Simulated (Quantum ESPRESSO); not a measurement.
# TiO2 (P4_2/mnm) in Quantum ESPRESSO: a series of runs

The runs below take TiO2 through dielectric tensor, with WC, BLYP.

Everything below comes from runs of Quantum ESPRESSO 7.5. Logs are shortened: lines on timing, memory, paths and dates and some standing lists are left out, and cuts for length are marked.

## (1) Starting point

It takes space group P4_2/mnm (No. 136, tetragonal). The conventional cell has a = 4.600 Å, b = 4.600 Å, c = 2.959 Å, α = 90.00°, β = 90.00°, γ = 90.00°. Ti (site symmetry mmm) has 6 O at 1.95 to 1.98 Å as nearest neighbours. O (site symmetry m2m) has 3 Ti at 1.95 to 1.98 Å as nearest neighbours.

The cell is a database's computed one.

## (2) Dielectric tensor, WC

Contents of pw.in:

```
&CONTROL
  calculation = 'scf'
  prefix = 'pwscf'
  outdir = './tmp'
  pseudo_dir = './pseudo'
  tprnfor = .true.
  tstress = .true.
  disk_io = 'low'
/
&SYSTEM
  ibrav = 0
  celldm(1) = 8
  nat = 6
  ntyp = 2
  ecutwfc = 84
  nbnd = 33
  input_dft = 'wc'
  occupations = 'smearing'
  smearing = 'fd'
  degauss = 0.00367493
/
&ELECTRONS
  conv_thr = 1.2d-09
  electron_maxstep = 120
  mixing_beta = 0.5
/
ATOMIC_SPECIES
Ti    47.8670 Ti.upf
O     15.9990 O.upf
CELL_PARAMETERS alat
  1.0865540950003   0.0000000000000   0.0000000000000
  0.0000000000000   1.0865540950003   0.0000000000000
  0.0000000000000   0.0000000000000   0.6990128965849
ATOMIC_POSITIONS crystal
Ti     0.0000000000    0.0000000000    0.5000000000
Ti     0.5000000000    0.5000000000    0.0000000000
O      0.3043213200    0.3043213200    0.5000000000
O      0.1956786800    0.8043213200    0.0000000000
O      0.8043213200    0.1956786800    0.0000000000
O      0.6956786800    0.6956786800    0.5000000000
K_POINTS automatic
4 4 6 1 1 1
```

Contents of gamma.in:

```
&CONTROL
  calculation = 'bands'
  prefix = 'pwscf'
  outdir = './tmp'
  pseudo_dir = './pseudo'
  disk_io = 'low'
  verbosity = 'high'
/
&SYSTEM
  ibrav = 0
  celldm(1) = 8
  nat = 6
  ntyp = 2
  ecutwfc = 84
  nbnd = 33
  input_dft = 'wc'
  occupations = 'smearing'
  smearing = 'fd'
  degauss = 0.00367493
/
&ELECTRONS
  conv_thr = 1d-08
  electron_maxstep = 120
  mixing_beta = 0.5
  diago_full_acc = .true.
  startingwfc = 'random'
/
ATOMIC_SPECIES
Ti    47.8670 Ti.upf
O     15.9990 O.upf
CELL_PARAMETERS alat
  1.0865540950003   0.0000000000000   0.0000000000000
  0.0000000000000   1.0865540950003   0.0000000000000
  0.0000000000000   0.0000000000000   0.6990128965849
ATOMIC_POSITIONS crystal
Ti     0.0000000000    0.0000000000    0.5000000000
Ti     0.5000000000    0.5000000000    0.0000000000
O      0.3043213200    0.3043213200    0.5000000000
O      0.1956786800    0.8043213200    0.0000000000
O      0.8043213200    0.1956786800    0.0000000000
O      0.6956786800    0.6956786800    0.5000000000
K_POINTS crystal
1
0.0 0.0 0.0 1
```

Contents of scf2.in:

```
&CONTROL
  calculation = 'scf'
  prefix = 'pwscf'
  outdir = './tmp'
  pseudo_dir = './pseudo'
  tprnfor = .true.
  tstress = .true.
  disk_io = 'low'
/
&SYSTEM
  ibrav = 0
  celldm(1) = 8
  nat = 6
  ntyp = 2
  ecutwfc = 84
  nbnd = 33
  input_dft = 'wc'
  occupations = 'fixed'
/
&ELECTRONS
  conv_thr = 1d-13
  electron_maxstep = 120
  mixing_beta = 0.5
  startingpot = 'file'
/
ATOMIC_SPECIES
Ti    47.8670 Ti.upf
O     15.9990 O.upf
CELL_PARAMETERS alat
  1.0865540950003   0.0000000000000   0.0000000000000
  0.0000000000000   1.0865540950003   0.0000000000000
  0.0000000000000   0.0000000000000   0.6990128965849
ATOMIC_POSITIONS crystal
Ti     0.0000000000    0.0000000000    0.5000000000
Ti     0.5000000000    0.5000000000    0.0000000000
O      0.3043213200    0.3043213200    0.5000000000
O      0.1956786800    0.8043213200    0.0000000000
O      0.8043213200    0.1956786800    0.0000000000
O      0.6956786800    0.6956786800    0.5000000000
K_POINTS automatic
4 4 6 1 1 1
```

Contents of ph.in:

```
dielectric of TiO2
&INPUTPH
  prefix = 'pwscf'
  outdir = './tmp'
  tr2_ph = 1d-18
  fildyn = 'dyn'
  niter_ph = 90
  alpha_mix(1) = 0.7
  epsil = .true.
  trans = .false.
  zeu = .true.
/
0.0000000000 0.0000000000 0.0000000000
```

Potentials or basis: PseudoDojo 0.4.1 SR PBE standard.

Run with:

```console
$ OMP_NUM_THREADS=1 pw.x -in pw.in > pw.out
$ OMP_NUM_THREADS=1 pw.x -in gamma.in > gamma.out
$ OMP_NUM_THREADS=1 pw.x -in scf2.in > scf2.out
$ OMP_NUM_THREADS=1 ph.x -in ph.in > ph.out
```

pw.out:

```text
This program is part of the open-source Quantum ESPRESSO suite
     for quantum simulation of materials; please cite
         "P. Giannozzi et al., J. Phys.:Condens. Matter 21 395502 (2009);
         "P. Giannozzi et al., J. Phys.:Condens. Matter 29 465901 (2017);
         "P. Giannozzi et al., J. Chem. Phys. 152 154105 (2020);
     in publications or presentations arising from this work. More details at

     IMPORTANT: XC functional enforced from input :
     Exchange-correlation= WC
                           (   1   4  11   4   0   0   0)
     Any further DFT definition will be discarded
     Please, verify this is what you really want

     Message from routine setup:
     using ibrav=0 with symmetry is DISCOURAGED, use correct ibrav instead

     G-vector sticks info
     --------------------
     sticks:   dense  smooth     PW     G-vecs:    dense   smooth      PW
     Sum        2025    2025    577                43961    43961    6641

     Using Slab Decomposition

     bravais-lattice index     =            0
     lattice parameter (alat)  =       8.0000  a.u.
     unit-cell volume          =     422.5303 (a.u.)^3
     number of atoms/cell      =            6
     number of atomic types    =            2
     number of electrons       =        48.00
     number of Kohn-Sham states=           33
     kinetic-energy cutoff     =      84.0000  Ry
     charge density cutoff     =     336.0000  Ry
     scf convergence threshold =      1.2E-09
     mixing beta               =       0.5000
     number of iterations used =            8  plain     mixing
     Exchange-correlation= WC
                           (   1   4  11   4   0   0   0)

     celldm(1)=   8.000000  celldm(2)=   0.000000  celldm(3)=   0.000000
     celldm(4)=   0.000000  celldm(5)=   0.000000  celldm(6)=   0.000000

     crystal axes: (cart. coord. in units of alat)
               a(1) = (   1.086554   0.000000   0.000000 )
               a(2) = (   0.000000   1.086554   0.000000 )
               a(3) = (   0.000000   0.000000   0.699013 )

     reciprocal axes: (cart. coord. in units 2 pi/alat)
               b(1) = (  0.920341  0.000000  0.000000 )
               b(2) = (  0.000000  0.920341  0.000000 )
               b(3) = (  0.000000  0.000000  1.430589 )

     PseudoPot. # 1 for Ti read from file:
     Ti.upf
     Pseudo is Norm-conserving + core correction, Zval = 12.0
     Generated using ONCVPSP code by D. R. Hamann
     Using radial grid of 1586 points,  6 beta functions with:
                l(1) =   0
                l(2) =   0
                l(3) =   1
                l(4) =   1
                l(5) =   2
                l(6) =   2

     PseudoPot. # 2 for O  read from file:
     O.upf
     Pseudo is Norm-conserving + core correction, Zval =  6.0
     Generated using ONCVPSP code by D. R. Hamann
     Using radial grid of  936 points,  5 beta functions with:
                l(1) =   0
                l(2) =   0
                l(3) =   1
                l(4) =   1
                l(5) =   2

     atomic species   valence    mass     pseudopotential
     Ti               12.00    47.86700     Ti( 1.00)
     O                 6.00    15.99900     O ( 1.00)

     16 Sym. Ops., with inversion, found ( 8 have fractional translation)

   Cartesian axes

     site n.     atom                  positions (alat units)
         1        Ti     tau(   1) = (   0.0000000   0.0000000   0.3495064  )
         2        Ti     tau(   2) = (   0.5432770   0.5432770   0.0000000  )
         3        O      tau(   3) = (   0.3306616   0.3306616   0.3495064  )
         4        O      tau(   4) = (   0.2126155   0.8739386   0.0000000  )
         5        O      tau(   5) = (   0.8739386   0.2126155   0.0000000  )
         6        O      tau(   6) = (   0.7558925   0.7558925   0.3495064  )

     number of k points=     9  Fermi-Dirac smearing, width (Ry)=  0.0037
                       cart. coord. in units 2pi/alat
        k(    1) = (   0.1150426   0.1150426   0.1192157), wk =   0.1666667
        k(    2) = (   0.1150426   0.1150426   0.3576472), wk =   0.1666667
        k(    3) = (   0.1150426   0.1150426   0.5960787), wk =   0.1666667
        k(    4) = (   0.1150426   0.3451278   0.1192157), wk =   0.3333333
        k(    5) = (   0.1150426   0.3451278   0.3576472), wk =   0.3333333
        k(    6) = (   0.1150426   0.3451278   0.5960787), wk =   0.3333333
        k(    7) = (   0.3451278   0.3451278   0.1192157), wk =   0.1666667
        k(    8) = (   0.3451278   0.3451278   0.3576472), wk =   0.1666667
        k(    9) = (   0.3451278   0.3451278   0.5960787), wk =   0.1666667

     Dense  grid:    43961 G-vectors     FFT dimensions: (  54,  54,  36)

     Initial potential from superposition of free atoms

     starting charge      47.9968, renormalised to      48.0000
     Starting wfcs are   36 randomized atomic wfcs

     Self-consistent Calculation

     iteration #  1     ecut=    84.00 Ry     beta= 0.50
     Davidson diagonalization with overlap
     ethr =  1.00E-02,  avg # of iterations =  2.0

     total energy              =    -368.95620477 Ry
     estimated scf accuracy    <       2.63776190 Ry

     iteration #  2     ecut=    84.00 Ry     beta= 0.50
     Davidson diagonalization with overlap
     ethr =  5.50E-03,  avg # of iterations =  4.1

     total energy              =    -368.02440407 Ry
     estimated scf accuracy    <      10.46040376 Ry

     iteration #  3     ecut=    84.00 Ry     beta= 0.50
     Davidson diagonalization with overlap
     ethr =  5.50E-03,  avg # of iterations =  2.8

     total energy              =    -370.05653096 Ry
     estimated scf accuracy    <       0.39648735 Ry

     iteration #  4     ecut=    84.00 Ry     beta= 0.50
     Davidson diagonalization with overlap
     ethr =  8.26E-04,  avg # of iterations =  1.9

     total energy              =    -369.99251958 Ry
     estimated scf accuracy    <       0.18568821 Ry

     iteration #  5     ecut=    84.00 Ry     beta= 0.50
     Davidson diagonalization with overlap
     ethr =  3.87E-04,  avg # of iterations =  1.1

     total energy              =    -370.02865805 Ry
     estimated scf accuracy    <       0.00251298 Ry

     iteration #  6     ecut=    84.00 Ry     beta= 0.50
     Davidson diagonalization with overlap
     ethr =  5.24E-06,  avg # of iterations =  4.9

     total energy              =    -370.02812962 Ry
     estimated scf accuracy    <       0.00264244 Ry

     iteration #  7     ecut=    84.00 Ry     beta= 0.50
     Davidson diagonalization with overlap
     ethr =  5.24E-06,  avg # of iterations =  3.1
[... 18 lines left out ...]
     iteration # 10     ecut=    84.00 Ry     beta= 0.50
     Davidson diagonalization with overlap
     ethr =  3.81E-08,  avg # of iterations =  4.3

     total energy              =    -370.02897743 Ry
     estimated scf accuracy    <       0.00000096 Ry

     iteration # 11     ecut=    84.00 Ry     beta= 0.50
     Davidson diagonalization with overlap
     ethr =  2.00E-09,  avg # of iterations =  2.8

     total energy              =    -370.02897693 Ry
     estimated scf accuracy    <       0.00000171 Ry

     iteration # 12     ecut=    84.00 Ry     beta= 0.50
     Davidson diagonalization with overlap
     ethr =  2.00E-09,  avg # of iterations =  2.2

     total energy              =    -370.02897722 Ry
     estimated scf accuracy    <          6.9E-09 Ry

     iteration # 13     ecut=    84.00 Ry     beta= 0.50
     Davidson diagonalization with overlap
     ethr =  1.44E-11,  avg # of iterations =  5.0

     total energy              =    -370.02897723 Ry
     estimated scf accuracy    <          3.0E-09 Ry

     iteration # 14     ecut=    84.00 Ry     beta= 0.50
     Davidson diagonalization with overlap
     ethr =  6.20E-12,  avg # of iterations =  2.8

     End of self-consistent calculation

          k = 0.1150 0.1150 0.1192 (  5486 PWs)   bands (ev):

   -47.7769 -47.7626 -24.1350 -24.1119 -23.9992 -23.9725 -23.9638 -23.9357
    -8.9940  -7.9436  -7.3979  -7.2951   3.3902   3.8604   4.2603   5.0865
     5.0992   6.2659   6.5804   6.8001   7.6203   8.1177   8.2356   8.8265
    11.0807  11.4437  11.4700  11.7511  11.8179  13.4252  13.7667  15.3235
    15.5507

          k = 0.1150 0.1150 0.3576 (  5491 PWs)   bands (ev):

   -47.7572 -47.7468 -24.1670 -24.1462 -24.0811 -24.0580 -23.9797 -23.9655
    -8.5099  -7.6821  -7.5845  -7.5174   4.0112   4.3698   4.5225   4.8867
     5.2174   5.5563   6.1826   6.9270   7.1889   7.4338   7.6618   8.5091
    11.1731  11.6512  11.9529  12.1255  12.2418  13.0505  14.2269  14.7735
    15.1215

          k = 0.1150 0.1150 0.5961 (  5517 PWs)   bands (ev):

   -47.7361 -47.7323 -24.3532 -24.3453 -24.0151 -24.0045 -23.9741 -23.9699
    -8.0100  -7.7381  -7.7308  -7.4554   4.3181   4.6043   4.7110   4.8352
     5.2299   5.8366   6.1858   6.4419   6.5804   7.3287   7.5186   7.5598
    11.3941  12.0250  12.1442  12.2930  12.4866  12.9077  14.1516  14.7299
    15.0660

          k = 0.1150 0.3451 0.1192 (  5489 PWs)   bands (ev):

   -47.7727 -47.7668 -24.1176 -24.0791 -24.0358 -23.9952 -23.9535 -23.9417
    -8.6333  -8.1328  -7.5381  -7.4115   3.7426   4.1571   4.8208   5.0573
     5.3490   6.0722   6.1886   6.7314   6.9986   7.4368   8.0243   8.4202
    11.3666  11.6280  11.7783  12.0679  12.2833  12.9453  14.5196  15.0801
    15.3666

          k = 0.1150 0.3451 0.3576 (  5496 PWs)   bands (ev):

   -47.7541 -47.7498 -24.1697 -24.1599 -24.0624 -24.0299 -24.0018 -23.9768
    -8.2469  -7.8654  -7.6412  -7.5740   4.2598   4.4868   4.6425   4.7947
     5.3281   5.7574   5.9887   6.6020   6.8634   7.3486   7.8641   8.2738
    11.3570  11.7829  11.9545  12.2191  12.5174  12.7761  14.1705  14.5160
    15.3217

          k = 0.1150 0.3451 0.5961 (  5505 PWs)   bands (ev):

   -47.7349 -47.7333 -24.3574 -24.3523 -24.0067 -23.9903 -23.9834 -23.9732
    -8.0673  -7.9580  -7.5031  -7.3823   4.0123   4.1766   4.7392   4.9395
     5.2494   5.9568   6.2129   6.5559   7.0021   7.2953   7.6357   8.0482
    10.9977  11.4040  12.1727  12.2785  12.6899  12.9383  13.9584  14.3011
    15.7406

          k = 0.3451 0.3451 0.1192 (  5487 PWs)   bands (ev):

   -47.7709 -47.7685 -24.1439 -24.1234 -23.9916 -23.9671 -23.9516 -23.9471
    -8.5191  -8.3159  -7.4712  -7.3875   3.4776   3.7679   4.8312   4.9421
     5.7953   6.3937   6.7565   7.0639   7.3486   7.3575   7.5715   8.0171
    11.0405  11.3767  11.5750  11.8159  12.6104  12.8774  14.7169  15.1190
    15.4342

          k = 0.3451 0.3451 0.3576 (  5492 PWs)   bands (ev):

   -47.7528 -47.7510 -24.1603 -24.1530 -24.0881 -24.0658 -23.9741 -23.9617
    -8.1239  -7.9664  -7.6262  -7.5969   4.0211   4.2921   4.3166   4.4122
     5.8432   6.1647   6.5154   6.9551   7.1797   7.2843   7.5678   7.9397
    11.6110  11.6519  11.8885  12.0189  12.3190  12.5253  14.5418  15.0322
    15.1105

          k = 0.3451 0.3451 0.5961 (  5498 PWs)   bands (ev):

   -47.7344 -47.7338 -24.3511 -24.3463 -24.0185 -24.0085 -23.9728 -23.9694
    -7.9733  -7.8064  -7.6515  -7.4766   4.0083   4.2660   4.4623   4.6198
     5.2768   5.6816   6.3499   6.3928   7.3729   7.5874   8.0197   8.2424
    11.2474  11.7695  12.1119  12.1789  12.2489  12.6471  14.2868  15.0213
    15.0481

     the Fermi energy is     9.8770 ev

!    total energy              =    -370.02897723 Ry
     estimated scf accuracy    <          7.0E-10 Ry
     smearing contrib. (-TS)   =      -0.00000000 Ry
     internal energy E=F+TS    =    -370.02897723 Ry

     The total energy is F=E-TS. E is the sum of the following terms:
     one-electron contribution =    -123.14252985 Ry
     hartree contribution      =      84.99330032 Ry
     xc contribution           =     -67.79212047 Ry
     ewald contribution        =    -264.08762723 Ry

     convergence has been achieved in  14 iterations

     Forces acting on atoms (cartesian axes, Ry/au):

     atom    1 type  1   force =     0.00000000    0.00000000   -0.00000000
     atom    2 type  1   force =     0.00000000    0.00000000   -0.00000000
     atom    3 type  2   force =     0.00171341    0.00171341   -0.00000000
     atom    4 type  2   force =    -0.00171341    0.00171341    0.00000000
     atom    5 type  2   force =     0.00171341   -0.00171341    0.00000000
     atom    6 type  2   force =    -0.00171341   -0.00171341   -0.00000000

     Total force =     0.004846     Total SCF correction =     0.000003

     Computing stress (Cartesian axis) and pressure

          total   stress  (Ry/bohr**3)                   (kbar)     P=      -26.91
  -0.00014562   0.00000000   0.00000000          -21.42        0.00        0.00
   0.00000000  -0.00014562   0.00000000            0.00      -21.42        0.00
   0.00000000   0.00000000  -0.00025760            0.00        0.00      -37.89

=------------------------------------------------------------------------------=
   JOB DONE.
=------------------------------------------------------------------------------=
```

It took 16 min on 1 thread of Intel Xeon at 2.50GHz (Skylake/Cascade Lake), shared host; peak memory 0.12 GiB.

Results:

```yaml
Free_energy: -5034.5007 eV
Pressure: -2.7 GPa
Largest_force: 0.062 eV/Å
Electronic_dielectric_tensor_diagonal: 7.39, 7.39, 8.66
Born_charges_mean_of_the_diagonal: Ti +6.70; O -3.35 e
```

Forces on the atoms (eV/Å):
```
Ti   0.000  0.000  0.000
Ti   0.000  0.000  0.000
O    0.044  0.044  0.000
O   -0.044  0.044  0.000
O    0.044 -0.044  0.000
O   -0.044 -0.044  0.000
```

Stress tensor (GPa, compression positive):
```
-2.14  0.00  0.00
 0.00 -2.14  0.00
 0.00  0.00 -3.79
```

Electronic dielectric tensor:
```
7.39 0.00 0.00
0.00 7.39 0.00
0.00 0.00 8.66
```

Born effective charge tensors (e):
atom 1, Ti
```
6.27 1.00 0.00
1.00 6.27 0.00
0.00 0.00 7.58
```
atom 2, Ti
```
 6.27 -1.00  0.00
-1.00  6.27  0.00
 0.00  0.00  7.58
```
atom 3, O
```
-3.14 -1.79  0.00
-1.79 -3.14  0.00
 0.00  0.00 -3.79
```
atom 4, O
```
-3.14  1.79  0.00
 1.79 -3.14  0.00
 0.00  0.00 -3.79
```
atom 5, O
```
-3.14  1.79  0.00
 1.79 -3.14  0.00
 0.00  0.00 -3.79
```
atom 6, O
```
-3.14 -1.79  0.00
-1.79 -3.14  0.00
 0.00  0.00 -3.79
```

Caveat: the potentials were made for another functional, which shifts forces and pressure.

[end of part 1 of 2]
